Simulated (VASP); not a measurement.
# Te2Mo in VASP: notebook

One sheet, Te2Mo, is run at these levels: LDA, PBE; tasks: work function.

Program: VASP 6.6.1. These are calculated values, not measurements. Logs are shortened: lines on timing, memory, paths and dates and some standing lists are left out, and cuts for length are marked.

## Step 1: The structure

The cell holds a sheet with vacuum, 3 atoms: a = 3.520 Å, b = 3.520 Å, c = 21.620 Å, α = 90.00°, β = 90.00°, γ = 120.00°.

The cell was built by a generator and needn't be a form met in nature.

## Step 2: Work function, LDA

Contents of INCAR:

```
SYSTEM = Te2Mo
  PREC = Accurate
  ENCUT = 520
  EDIFF = 1E-7
  ISMEAR = -1
  SIGMA = 0.05
  LREAL = .FALSE.
  LASPH = .TRUE.
  NELM = 60
  ALGO = Fast
  ISIF = 2
  LWAVE = .FALSE.
  LCHARG = .TRUE.
  GGA = CA
  LELF = .TRUE.
  LVHAR = .TRUE.
  LVACPOTAV = .TRUE.
```

Contents of KPOINTS:

```
Automatic mesh
0
G
  10 10 1
  0 0 0
```

Contents of POSCAR:

```
Te2Mo
1.0
    3.5200000000      0.0000000000      0.0000000000
   -1.7600000000      3.0484094213      0.0000000000
    0.0000000000      0.0000000000     21.6200000000
Te Mo
2 1
Direct
    0.6666666667      0.3333333333      0.4162812211
    0.6666666667      0.3333333333      0.5837187789
    0.3333333333      0.6666666667      0.5000000000
```

Potentials or basis: VASP PAW LDA potentials, release 64 (Te, Mo_sv).

Run with:

```sh
$ cat potpaw_LDA.64/Te/POTCAR potpaw_LDA.64/Mo_sv/POTCAR > POTCAR
$ mpirun -np 1 vasp_std > vasp.out
```

OUTCAR:

```text
SYSTEM = Te2Mo
   PREC = Accurate
   ENCUT = 520
   EDIFF = 1E-7
   ISMEAR = -1
   LREAL = .FALSE.
   LASPH = .TRUE.
   NELM = 60
   ISIF = 2
   GGA = CA

 ion  position               nearest neighbor table
   1  0.667  0.333  0.416-   3 2.72   3 2.72   3 2.72   2 3.62
   2  0.667  0.333  0.584-   3 2.72   3 2.72   3 2.72   1 3.62
   3  0.333  0.667  0.500-   1 2.72   2 2.72   1 2.72   2 2.72   1 2.72   2 2.72

  LATTYP: Found a hexagonal cell.
 ALAT       =     3.5200000000
 C/A-ratio  =     6.1420454545

  Lattice vectors:

 A1 = (   3.5200000000,   0.0000000000,   0.0000000000)
 A2 = (  -1.7600000000,   3.0484094213,   0.0000000000)
 A3 = (   0.0000000000,   0.0000000000,  21.6200000000)

Analysis of symmetry for initial positions (statically):
=====================================================================
 Subroutine PRICEL returns:
 Original cell was already a primitive cell.

 Routine SETGRP: Setting up the symmetry group for a
 hexagonal supercell.

 Subroutine GETGRP returns: Found 12 space group operations
 (whereof 12 operations were pure point group operations)
 out of a pool of 24 trial point group operations.

The static configuration has the point symmetry D_3h.

Analysis of symmetry for dynamics (positions and initial velocities):
=====================================================================
 Subroutine PRICEL returns:
 Original cell was already a primitive cell.

 Routine SETGRP: Setting up the symmetry group for a
 hexagonal supercell.

 Subroutine GETGRP returns: Found 12 space group operations
 (whereof 12 operations were pure point group operations)
 out of a pool of 24 trial point group operations.

The dynamic configuration has the point symmetry D_3h.

 Subroutine INISYM returns: Found 12 space group operations
 (whereof 12 operations are pure point group operations),
 and found     1 'primitive' translations

----------------------------------------------------------------------------------------

                                     Primitive cell

  volume of cell :     231.9913

  direct lattice vectors                    reciprocal lattice vectors
     3.520000000  0.000000000  0.000000000     0.284090909  0.164019963  0.000000000
    -1.760000000  3.048409421  0.000000000     0.000000000  0.328039926  0.000000000
     0.000000000  0.000000000 21.620000000     0.000000000  0.000000000  0.046253469

  length of vectors
     3.520000000  3.520000000 21.620000000     0.328039926  0.328039926  0.046253469

  position of ions in fractional coordinates (direct lattice)
     0.666666667  0.333333333  0.416281221
     0.666666667  0.333333333  0.583718779
     0.333333333  0.666666667  0.500000000

  ion indices of the primitive-cell ions
   primitive index   ion index
                 1           1
                 2           2
                 3           3

----------------------------------------------------------------------------------------

 KPOINTS: Automatic mesh

Automatic generation of k-mesh.
 Grid dimensions read from file:
 generate k-points for:   10   10    1

 Generating k-lattice:

  Cartesian coordinates                     Fractional coordinates (reciprocal lattice)
     0.028409091  0.016401996  0.000000000     0.100000000  0.000000000  0.000000000
     0.000000000  0.032803993  0.000000000     0.000000000  0.100000000  0.000000000
     0.000000000  0.000000000  0.046253469     0.000000000  0.000000000  1.000000000

  Length of vectors
     0.032803993  0.032803993  0.046253469

  Shift w.r.t. Gamma in fractional coordinates (k-lattice)
     0.000000000  0.000000000  0.000000000

 Subroutine IBZKPT returns following result:
 ===========================================

 Found     14 irreducible k-points:

 Following reciprocal coordinates:
            Coordinates               Weight
  0.000000  0.000000  0.000000      1.000000
  0.100000  0.000000  0.000000      6.000000
  0.200000  0.000000  0.000000      6.000000
  0.300000  0.000000  0.000000      6.000000
  0.400000 -0.000000  0.000000      6.000000
  0.500000  0.000000  0.000000      3.000000
  0.100000  0.100000  0.000000      6.000000
  0.200000  0.100000  0.000000     12.000000
  0.300000  0.100000  0.000000     12.000000
  0.400000  0.100000  0.000000     12.000000
  0.200000  0.200000  0.000000      6.000000
  0.300000  0.200000  0.000000     12.000000
  0.400000  0.200000  0.000000      6.000000
  0.300000  0.300000  0.000000      6.000000
   k-points           NKPTS =     14   k-points in BZ     NKDIM =     14   number of bands    NBANDS=     17
   number of dos      NEDOS =    301   number of ions     NIONS =      3
   total plane-waves  NPLWV = 127008
   dimension x,y,z NGX =    28 NGY =   28 NGZ =  162
   dimension x,y,z NGXF=    56 NGYF=   56 NGZF=  324
   ions per type =               2   1
   NGX,Y,Z   is equivalent  to a cutoff of  13.22, 13.22, 12.46 a.u.
   NGXF,Y,Z  is equivalent  to a cutoff of  26.45, 26.45, 24.91 a.u.
 SYSTEM =  Te2Mo
   PREC   = accura    normal or accurate (medium, high low for compatibility)
   ISTART =      0    job   : 0-new  1-cont  2-samecut
   ICHARG =      2    charge: 1-file 2-atom 10-const
   ISPIN  =      1    spin polarized calculation?
   LNONCOLLINEAR =      F non collinear calculations
   LSORBIT =      F    spin-orbit coupling
   LASPH  =      T    aspherical Exc in radial PAW
   ENCUT  =  520.0 eV  38.22 Ry    6.18 a.u.   6.54  6.54 40.20*2*pi/ulx,y,z
   NELM   =     60;   NELMIN=  2; NELMDL= -5     # of ELM steps
   EDIFF  = 0.1E-06   stopping-criterion for ELM
   LREAL  =      F    real-space projection
   EDIFFG = 0.1E-05   stopping-criterion for IOM
   NSW    =      0    number of steps for IOM
   IBRION =     -1    ionic relax: 0-MD 1-quasi-New 2-CG
   NFREE  =      0    steps in history (QN), initial steepest desc. (CG)
   ISIF   =      2    stress and relaxation
   ISYM   =      2    0-nonsym 1-usesym 2-fastsym
   POTIM  = 0.5000    time-step for ionic-motion
   TEBEG  =    0.0;   TEEND  =   0.0 temperature during run
   PSTRESS=    0.0 pullay stress
   NELECT =      26.0000    total number of electrons
   NUPDOWN=      -1.0000    fix difference up-down
   EMIN   =  10.00;   EMAX   =-10.00  energy-range for DOS
   EFERMI =   0.00;   METHOD = LEGACY
   ISMEAR =    -1;   SIGMA  =   0.05  broadening in eV -4-tet -1-fermi 0-gaus
   EFERMI_NEDOS =   21; number of points for ismear=-14 and -15
   IALGO  =     68    algorithm
   IMIX   =      4    mixing-type and parameters
     AMIX     =   0.40;   BMIX     =  1.00
     AMIX_MAG =   1.60;   BMIX_MAG =  1.00
  volume/ion in A,a.u.               =      77.33       521.85
  Fermi-wavevector in a.u.,A,eV,Ry     =   0.789300  1.491561  8.476353  0.622994
  Thomas-Fermi vector in A             =   1.894414
   LORBIT       =      0    0 simple, 1 ext, 2 COOP (PROOUT), +10 PAW based schemes
   GGA     = CA    functional components
   LHFCALC =     F    Hartree Fock is set to
   AEXX    =    0.0000 exact exchange contribution
   IVDW    =     0    specifies the selected vdW correction
   LEPSILON=     F    determine dielectric tensor
   LRPA    =     F    only Hartree local field effects (RPA)
 non-spin polarized calculation
 RMM-DIIS sequential band-by-band and
  energy-cutoff  :      520.00
  volume of cell :      231.99
 maximum number of plane-waves:      6333
 NGX is ok and might be reduce to    28
   NGX = 13   NGY = 13   NGZ = 81

 number of electron      26.0000004 magnetization

 Free energy of the ion-electron system (eV)
  ---------------------------------------------------
  ext. energy  EPLUGINS =         0.00000000
  ---------------------------------------------------
  free energy    TOTEN  =       -20.44176229 eV

  energy without entropy =      -20.44176169  energy(sigma->0) =      -20.44176199

 E-fermi :  -0.3853     XC(G=0):  -3.9759

 val. band max:       -1.0297080133   @ k =   0.3000   0.3000   0.0000
 cond. band min:       0.2816905335   @ k =   0.3000   0.3000   0.0000
 fundamental gap:      1.3113985467
 Fermi energy:        -0.3852747975

 k-point     1 :       0.0000    0.0000    0.0000
  band No.  band energies     occupation
      1     -61.2505      2.00000
      2     -35.6088      2.00000
      3     -35.4661      2.00000
      4     -35.4661      2.00000
      5     -13.6076      2.00000
      6     -12.6673      2.00000
[... 9 lines left out ...]
     16       2.4861      0.00000
     17       2.4861      0.00000

 k-point     2 :       0.1000    0.0000    0.0000
  band No.  band energies     occupation
      1     -61.2496      2.00000
      2     -35.6060      2.00000
      3     -35.4788      2.00000
      4     -35.4691      2.00000
      5     -13.4681      2.00000
      6     -12.5705      2.00000
[... 9 lines left out ...]
     16       2.1916      0.00000
     17       2.3185      0.00000

 k-point     3 :       0.2000    0.0000    0.0000
  band No.  band energies     occupation
      1     -61.2470      2.00000
      2     -35.5987      2.00000
      3     -35.5118      2.00000
      4     -35.4768      2.00000
      5     -13.0691      2.00000
      6     -12.2944      2.00000
[... 9 lines left out ...]
     16       1.5738      0.00000
     17       2.5338      0.00000

 k-point     4 :       0.3000    0.0000    0.0000
  band No.  band energies     occupation
      1     -61.2440      2.00000
      2     -35.5896      2.00000
      3     -35.5524      2.00000
      4     -35.4863      2.00000
      5     -12.4804      2.00000
      6     -11.8930      2.00000
[... 9 lines left out ...]
     16       1.5225      0.00000
     17       2.6903      0.00000
[... 143 lines left out ...]
      1     -61.2405      2.00000
      2     -35.5795      2.00000
      3     -35.5764      2.00000
      4     -35.5181      2.00000
      5     -11.6403      2.00000
      6     -11.3283      2.00000
[... 9 lines left out ...]
     16       1.2261      0.00000
     17       2.7314      0.00000

 k-point    13 :       0.4000    0.2000    0.0000
  band No.  band energies     occupation
      1     -61.2397      2.00000
      2     -35.5823      2.00000
      3     -35.5772      2.00000
      4     -35.5245      2.00000
      5     -11.4009      2.00000
      6     -11.1737      2.00000
[... 9 lines left out ...]
     16       1.2625      0.00000
     17       2.8806      0.00000

 k-point    14 :       0.3000    0.3000    0.0000
  band No.  band energies     occupation
      1     -61.2394      2.00000
      2     -35.5763      2.00000
      3     -35.5708      2.00000
      4     -35.5409      2.00000
      5     -11.3278      2.00000
      6     -11.1173      2.00000
[... 9 lines left out ...]
     16       1.4729      0.00000
     17       3.0913      0.00000

------------------------ aborting loop because EDIFF is reached ----------------------------------------

  FORCE on cell =-STRESS in cart. coord.  units (eV):
  Direction    XX          YY          ZZ          XY          YZ          ZX
  --------------------------------------------------------------------------------------
  -------------------------------------------------------------------------------------
  Total       -1.6743877     -1.6743877     -1.6075535     -0.0000000      0.0000000      0.0000000
  in kB      -11.5636504    -11.5636504    -11.1020805     -0.0000000      0.0000000      0.0000000
  external PRESSURE =     -11.4097938 kB  Pullay stress =       0.0000000 kB

 VOLUME and BASIS-vectors are now :
 -----------------------------------------------------------------------------
  energy-cutoff  :      520.00
  volume of cell :      231.99
      direct lattice vectors                 reciprocal lattice vectors
     3.520000000  0.000000000  0.000000000     0.284090909  0.164019963  0.000000000
    -1.760000000  3.048409421  0.000000000     0.000000000  0.328039926  0.000000000
     0.000000000  0.000000000 21.620000000     0.000000000  0.000000000  0.046253469

 POSITION                                       TOTAL-FORCE (eV/Angst)
 -----------------------------------------------------------------------------------
      1.76000      1.01614      9.00000         0.000000     -0.000000      0.440812
      1.76000      1.01614     12.62000         0.000000     -0.000000     -0.440812
     -0.00000      2.03227     10.81000        -0.000000      0.000000      0.000000
 -----------------------------------------------------------------------------------
    total drift:                                0.000000     -0.000000     -0.000000

  FREE ENERGIE OF THE ION-ELECTRON SYSTEM (eV)
  ---------------------------------------------------
  free  energy   TOTEN  =       -20.4417622916 eV

  energy  without entropy=      -20.4417616856  energy(sigma->0) =      -20.44176199
```

Wall time 80 s (1 thread of Intel Xeon Platinum 8559C (Emerald Rapids), shared host); peak memory 0.29 GiB.

Results:

```yaml
Free_energy: -20.4418 eV
Largest_force: 0.441 eV/Å
Band_gap_on_the_k_mesh: 1.31 eV, direct
```

Forces on the atoms (eV/Å):
```
Te   0.000  0.000  0.441
Te   0.000  0.000 -0.441
Mo   0.000  0.000  0.000
```

Levels at points of the mesh, in eV from the valence-band top:
```csv
k point,band 10,band 11,band 12,band 13,band 14,band 15,band 16,band 17
"(0.00, 0.00, 0.00)",-1.54,-0.76,-0.76,-0.43,3.24,3.24,3.52,3.52
"(0.50, 0.00, 0.00)",-2.19,-1.56,-0.65,-0.15,1.55,1.86,3.38,4.03
```

Caveat: spin-orbit coupling is left out, which moves the levels of the heavy elements.

(Part 1 of 2 ends here.)
